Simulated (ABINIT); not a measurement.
# ZnSe (Stilleite) (F-43m) in ABINIT: further runs, part 2 of 3

ABINIT 10.8.3 (patched build). The steps go on from the part before.

### 3 Single point, r2SCAN

run.abi reads:

```
# Pseudopotentials
pp_dirpath "./"
pseudos "Se.GGA_PBE-JTH.xml, Zn.GGA_PBE-JTH.xml"

# Structure
acell 3*1.0 Angstrom
rprim
     0.0000000000     2.8338000000     2.8338000000
     2.8338000000     0.0000000000     2.8338000000
     2.8338000000     2.8338000000     0.0000000000
ntypat 2
znucl 34 30
natom 2
typat 1 2
xcart
     8.0326588379     8.0326588379     8.0326588379
     0.0000000000     0.0000000000     0.0000000000

# Plane-wave basis
ecut 24.0
pawecutdg 46.0

# k points
kptopt 1
ngkpt 10 10 10
nshiftk 1
shiftk 0.0 0.0 0.0

# Exchange and correlation
ixc -497498
usekden 1
pawxcdev 0

# Bands and occupations
nband 13
occopt 3
tsmear 0.00183747

# SCF cycle
nstep 100
tolvrs 1.0e-7

# Output
iomode 3
prtwf 0
prtden 0
prteig 0
prtebands 0
enunit 1
```

Potentials or basis: JTH PAW PBE v2.0.

Run with:

```console
> abinit run.abi > log 2>&1
```

run.abo:

```text
.Version 10.8.3 of ABINIT
 Symmetries : space group F-4 3 m (#216); Bravais cF (face-center cubic)
================================================================================
 Values of the parameters that define the memory need of the present run
     intxc =       0    ionmov =       0      iscf =      17    lmnmax =      18
     lnmax =       6     mgfft =      36  mpssoang =       3    mqgrid =    3001
     natom =       2  nloc_mem =       2    nspden =       1   nspinor =       1
    nsppol =       1      nsym =      24    n1xccc =       1    ntypat =       2
    occopt =       3   xclevel =       2
       mpw =        1748          nfft =       46656          nkpt =          47
 PAW method is used; the additional fine FFT grid is defined by:
   mgfftf=        48    nfftf =    110592
================================================================================
================================================================================

--------------------------------------------------------------------------------
------------- Echo of variables that govern the present computation ------------
--------------------------------------------------------------------------------
 -outvars: echo values of preprocessed input variables --------
            acell      1.8897261259E+00  1.8897261259E+00  1.8897261259E+00 Bohr
              amu      7.89600000E+01  6.53900000E+01
             ecut      2.40000000E+01 Hartree
           enunit           1
              ixc     -497498
         kptrlatt       10    0    0      0   10    0      0    0   10
          kptrlen      7.57326339E+01
[... 224 lines left out ...]
PAW spherical_terms :  1.09605676155829E+01
internal            : -5.71141897509498E+01
'-kT*entropy'       : -3.26412431559462E-12
total_energy_dc     : -5.71141897509531E+01
total_energy_dc_eV  : -1.55415627743943E+03
...

--- !EnergyTermsWithPAWCore
iteration_state     : {dtset: 1, }
comment             : 'Components of total free energy, including PAW core contributions'
Total energy        : -4.22679089049884E+03
Total energy DC     : -4.22679084905596E+03
Total energy (eV)   : -1.15016839502358E+05
Total energy DC (eV): -1.15016838374640E+05
...

 Cartesian components of stress tensor (hartree/bohr^3)
  sigma(1 1)=  3.47550861E-06  sigma(3 2)=  0.00000000E+00
  sigma(2 2)=  3.47550861E-06  sigma(3 1)=  0.00000000E+00
  sigma(3 3)=  3.47550861E-06  sigma(2 1)=  0.00000000E+00

-Cartesian components of stress tensor (GPa)         [Pressure= -1.0225E-01 GPa]
- sigma(1 1)=  1.02252994E-01  sigma(3 2)=  0.00000000E+00
- sigma(2 2)=  1.02252994E-01  sigma(3 1)=  0.00000000E+00
- sigma(3 3)=  1.02252994E-01  sigma(2 1)=  0.00000000E+00

== END DATASET(S) ==============================================================
================================================================================

 -outvars: echo values of variables after computation  --------
            acell      1.8897261259E+00  1.8897261259E+00  1.8897261259E+00 Bohr
           etotal     -5.7114189751E+01
            fcart      3.7711372226E-29 -2.5140914817E-29 -1.2570457409E-29
                      -3.7711372226E-29  2.5140914817E-29  1.2570457409E-29
            rprim      0.0000000000E+00  2.8338000000E+00  2.8338000000E+00
                       2.8338000000E+00  0.0000000000E+00  2.8338000000E+00
                       2.8338000000E+00  2.8338000000E+00  0.0000000000E+00
           strten      3.4755086122E-06  3.4755086122E-06  3.4755086122E-06
                       0.0000000000E+00  0.0000000000E+00  0.0000000000E+00
           xangst      4.2506999971E+00  4.2506999971E+00  4.2506999971E+00
                      -2.9084696216E-09 -2.9084698576E-09 -2.9084696216E-09
             xred      7.4999999949E-01  7.4999999949E-01  7.4999999949E-01
                      -5.1317486371E-10 -5.1317478045E-10 -5.1317486371E-10
 Calculation completed.
```

It took 3.4 min on 1 thread of Arm Neoverse V2, shared host; peak memory 0.17 GiB.

What came out:

```yaml
Free_energy: -1554.1563 eV
Pressure: -0.1 GPa
Band_gap_on_the_k_mesh: 1.85 eV, direct
Valence_electrons_inside_the_program's_atomic_spheres: Se 4.03; Zn 10.74
```

Levels at points of the mesh, in eV from the valence-band top:
| k point | band 6 | band 7 | band 8 | band 9 | band 10 | band 11 | band 12 | band 13 |
| --- | --- | --- | --- | --- | --- | --- | --- | --- |
| (0.00, 0.00, 0.00) | -6.28 | 0.00 | 0.00 | 0.00 | 1.85 | 6.31 | 6.31 | 6.31 |
| (0.50, 0.00, 0.00) | -6.13 | -5.31 | -0.89 | -0.89 | 3.04 | 6.86 | 6.86 | 9.08 |
| (0.50, 0.50, 0.00) | -6.10 | -4.80 | -2.24 | -2.24 | 3.33 | 3.86 | 11.49 | 12.09 |

Caveat: totals of a meta-GGA on PAW files have another zero than those of a GGA; the PAW data sets were made with another functional, which shifts forces and pressure a little.

### 4 Single point, r2SCAN

run.abi reads:

```
pp_dirpath "./"
pseudos "Se.GGA_PBE-JTH.xml, Zn.GGA_PBE-JTH.xml"

acell 3*1.0
rprim
     0.0000000000     5.3551058920     5.3551058920
     5.3551058920     0.0000000000     5.3551058920
     5.3551058920     5.3551058920     0.0000000000
ntypat 2
znucl 34 30
natom 2
typat 1 2
xred
     0.7500000000     0.7500000000     0.7500000000
     0.0000000000     0.0000000000     0.0000000000

ecut 24.0
pawecutdg 46.0

kptopt 1
ngkpt 5 5 5
nshiftk 1
shiftk 0.0 0.0 0.0

ixc -497498
usekden 1
pawxcdev 0

nband 13
occopt 3
tsmear 0.00183747

nstep 100
tolvrs 1.0e-7

iomode 3
prtwf 0
prtden 0
prteig 0
prtebands 0
prtvol 2
```

Potentials or basis: JTH PAW PBE v2.0.

Run with:

```console
> abinit run.abi > log 2>&1
```

run.abo:

```text
.Version 10.8.3 of ABINIT
 Symmetries : space group F-4 3 m (#216); Bravais cF (face-center cubic)
================================================================================
 Values of the parameters that define the memory need of the present run
     intxc =       0    ionmov =       0      iscf =      17    lmnmax =      18
     lnmax =       6     mgfft =      36  mpssoang =       3    mqgrid =    3001
     natom =       2  nloc_mem =       2    nspden =       1   nspinor =       1
    nsppol =       1      nsym =      24    n1xccc =       1    ntypat =       2
    occopt =       3   xclevel =       2
       mpw =        1748          nfft =       46656          nkpt =          10
 PAW method is used; the additional fine FFT grid is defined by:
   mgfftf=        48    nfftf =    110592
================================================================================
================================================================================

--------------------------------------------------------------------------------
------------- Echo of variables that govern the present computation ------------
--------------------------------------------------------------------------------
 -outvars: echo values of preprocessed input variables --------
            acell      1.0000000000E+00  1.0000000000E+00  1.0000000000E+00 Bohr
              amu      7.89600000E+01  6.53900000E+01
             ecut      2.40000000E+01 Hartree
              ixc     -497498
         kptrlatt        5    0    0      0    5    0      0    0    5
          kptrlen      3.78663169E+01
            natom           2
            nband          13
            ngfft          36      36      36
          ngfftdg          48      48      48
             nkpt          10
            nstep         100
             nsym          24
           ntypat           2
           occopt           3
        pawecutdg      4.60000000E+01 Hartree
         pawxcdev           0
           prtden           0
        prtebands           0
           prteig           0
          prtkden           1
           prtvol           2
            prtwf           0
            rprim      0.0000000000E+00  5.3551058920E+00  5.3551058920E+00
                       5.3551058920E+00  0.0000000000E+00  5.3551058920E+00
                       5.3551058920E+00  5.3551058920E+00  0.0000000000E+00
          spgroup         216
           tolvrs      1.00000000E-07
           tsmear      1.83747000E-03 Hartree
            typat      1  2
          usekden           1
           useylm           1
           xangst      4.2506999971E+00  4.2506999971E+00  4.2506999971E+00
                       0.0000000000E+00  0.0000000000E+00  0.0000000000E+00
            xcart      8.0326588380E+00  8.0326588380E+00  8.0326588380E+00
                       0.0000000000E+00  0.0000000000E+00  0.0000000000E+00
             xred      7.5000000000E-01  7.5000000000E-01  7.5000000000E-01
                       0.0000000000E+00  0.0000000000E+00  0.0000000000E+00
            znucl       34.00000   30.00000

================================================================================

 chkinp: Checking input parameters for consistency.

================================================================================
== DATASET  1 ==================================================================

--- !DatasetInfo
iteration_state: {dtset: 1, }
[... 163 lines left out ...]
    1     -0.00000000000000    -0.00000000000000    -0.00000000000000
    2     -0.00000000000000    -0.00000000000000    -0.00000000000000
 frms,max,avg= 0.0000000E+00 0.0000000E+00   0.000E+00  0.000E+00  0.000E+00 h/b

 cartesian forces (eV/Angstrom) at end:
    1     -0.00000000000000    -0.00000000000000    -0.00000000000000
    2     -0.00000000000000    -0.00000000000000    -0.00000000000000
 frms,max,avg= 0.0000000E+00 0.0000000E+00   0.000E+00  0.000E+00  0.000E+00 e/A
 length scales=  1.000000000000  1.000000000000  1.000000000000 bohr
              =  0.529177210544  0.529177210544  0.529177210544 angstroms
 Fermi (or HOMO) energy (hartree) =   0.11887   Average Vxc (hartree)=  -0.35401
 Eigenvalues (hartree) for nkpt=  10  k points:
 kpt#   1, nband= 13, wtk=  0.00800, kpt=  0.0000  0.0000  0.0000 (reduced coord)
  -0.42033   -0.16243   -0.16243   -0.16243   -0.14738   -0.14738    0.08386    0.08386
   0.08386    0.15185    0.31549    0.31549    0.31549
      occupation numbers for kpt#   1
   2.00000    2.00000    2.00000    2.00000    2.00000    2.00000    2.00000    2.00000
   2.00000    0.00000    0.00000    0.00000    0.00000
 kpt#   2, nband= 13, wtk=  0.06400, kpt=  0.2000  0.0000  0.0000 (reduced coord)
  -0.41103   -0.16112   -0.16102   -0.16102   -0.14742   -0.14742   -0.00212    0.07114
   0.07114    0.20107    0.32579    0.33493    0.33493
      occupation numbers for kpt#   2
   2.00000    2.00000    2.00000    2.00000    2.00000    2.00000    2.00000    2.00000
   2.00000    0.00000    0.00000    0.00000    0.00000
 kpt#   3, nband= 13, wtk=  0.06400, kpt=  0.4000  0.0000  0.0000 (reduced coord)
  -0.39366   -0.15916   -0.15916   -0.14969   -0.14688   -0.14688   -0.09178    0.05395
   0.05395    0.19745    0.33793    0.33793    0.40584
      occupation numbers for kpt#   3
   2.00000    2.00000    2.00000    2.00000    2.00000    2.00000    2.00000    2.00000
[... 28 lines left out ...]
      occupation numbers for kpt#   8
   2.00000    2.00000    2.00000    2.00000    2.00000    2.00000    2.00000    2.00000
   2.00000    0.00000    0.00000    0.00000    0.00000
 kpt#   9, nband= 13, wtk=  0.09600, kpt= -0.4000  0.4000  0.0000 (reduced coord)
  -0.38037   -0.15876   -0.15368   -0.15136   -0.14617   -0.13807   -0.09146   -0.02573
   0.01138    0.22408    0.28134    0.45152    0.46756
      occupation numbers for kpt#   9
   2.00000    2.00000    2.00000    2.00000    2.00000    2.00000    2.00000    2.00000
   2.00000    0.00000    0.00000    0.00000    0.00000
 kpt#  10, nband= 13, wtk=  0.19200, kpt= -0.4000  0.4000  0.2000 (reduced coord)
  -0.38277   -0.15774   -0.15552   -0.15035   -0.14702   -0.14022   -0.08515   -0.02146
   0.00755    0.28458    0.29291    0.34547    0.45277
      occupation numbers for kpt#  10
   2.00000    2.00000    2.00000    2.00000    2.00000    2.00000    2.00000    2.00000
   2.00000    0.00000    0.00000    0.00000    0.00000
 Total charge density [el/Bohr^3]
)     Maximum=    1.9698E+00  at reduced coord.    0.0000    0.0000    0.0000
)Next maximum=    1.9217E+00  at reduced coord.    0.0000    0.0208    0.9792
)     Minimum=   -1.4441E-02  at reduced coord.    0.7500    0.7500    0.7500
)Next minimum=   -8.5081E-03  at reduced coord.    0.7500    0.7500    0.7292
   Integrated=    1.8000E+01

--- !EnergyTerms
iteration_state     : {dtset: 1, }
comment             : Components of total free energy in Hartree
kinetic             :  9.97891228731631E+00
hartree             :  2.22498118924667E+01
xc                  : -7.64661939922552E+00
Ewald energy        : -4.39185504450022E+01
psp_core            :  2.31142131988044E+00
local_psp           : -7.62203496721119E+01
PAW spherical_terms :  3.61317693575117E+01
internal            : -5.71136046591645E+01
'-kT*entropy'       : -1.84005116486708E-11
total_energy        : -5.71136046591829E+01
total_energy_eV     : -1.55414035628128E+03
...

--- !EnergyTermsDC
iteration_state     : {dtset: 1, }
comment             : '"Double-counting" decomposition of free energy'
band_energy         : -2.35538081148768E+00
Ewald energy        : -4.39185504450022E+01
psp_core            :  2.31142131988044E+00
xc_dc               : -2.41112919206092E+01
PAW spherical_terms :  1.09601739964210E+01
internal            : -5.71136278607977E+01
'-kT*entropy'       : -1.84005116486708E-11
total_energy_dc     : -5.71136278608161E+01
total_energy_dc_eV  : -1.55414098762989E+03
...

--- !EnergyTermsWithPAWCore
iteration_state     : {dtset: 1, }
comment             : 'Components of total free energy, including PAW core contributions'
Total energy        : -4.22679026396419E+03
Total energy DC     : -4.22679028716582E+03
Total energy (eV)   : -1.15016822453481E+05
Total energy DC (eV): -1.15016823084830E+05
...

 Cartesian components of stress tensor (hartree/bohr^3)
  sigma(1 1)=  4.51205489E-07  sigma(3 2)=  0.00000000E+00
  sigma(2 2)=  4.51205489E-07  sigma(3 1)=  0.00000000E+00
  sigma(3 3)=  4.51205489E-07  sigma(2 1)=  0.00000000E+00

-Cartesian components of stress tensor (GPa)         [Pressure= -1.3275E-02 GPa]
- sigma(1 1)=  1.32749238E-02  sigma(3 2)=  0.00000000E+00
- sigma(2 2)=  1.32749238E-02  sigma(3 1)=  0.00000000E+00
- sigma(3 3)=  1.32749238E-02  sigma(2 1)=  0.00000000E+00

== END DATASET(S) ==============================================================
================================================================================

 -outvars: echo values of variables after computation  --------
            acell      1.0000000000E+00  1.0000000000E+00  1.0000000000E+00 Bohr
           etotal     -5.7113627861E+01
            fcart     -0.0000000000E+00 -0.0000000000E+00 -0.0000000000E+00
                      -0.0000000000E+00 -0.0000000000E+00 -0.0000000000E+00
            rprim      0.0000000000E+00  5.3551058920E+00  5.3551058920E+00
                       5.3551058920E+00  0.0000000000E+00  5.3551058920E+00
                       5.3551058920E+00  5.3551058920E+00  0.0000000000E+00
           strten      4.5120548948E-07  4.5120548948E-07  4.5120548948E-07
                       0.0000000000E+00  0.0000000000E+00  0.0000000000E+00
           xangst      4.2506999971E+00  4.2506999971E+00  4.2506999971E+00
                       0.0000000000E+00  0.0000000000E+00  0.0000000000E+00
             xred      7.5000000000E-01  7.5000000000E-01  7.5000000000E-01
                       0.0000000000E+00  0.0000000000E+00  0.0000000000E+00
 Calculation completed.
```

It took 38 s on 1 thread of Arm Neoverse V2, shared host; peak memory 0.14 GiB.

Results:

* Free energy: -1554.1410 eV
* Pressure: 0.0 GPa
* Band gap on the k mesh: 1.85 eV, direct
* Valence electrons inside the program's atomic spheres: Se 4.03; Zn 10.73

Caveat: totals of a meta-GGA on PAW files have another zero than those of a GGA; the PAW data sets were made with another functional, which shifts forces and pressure a little.

[end of part 2 of 3]
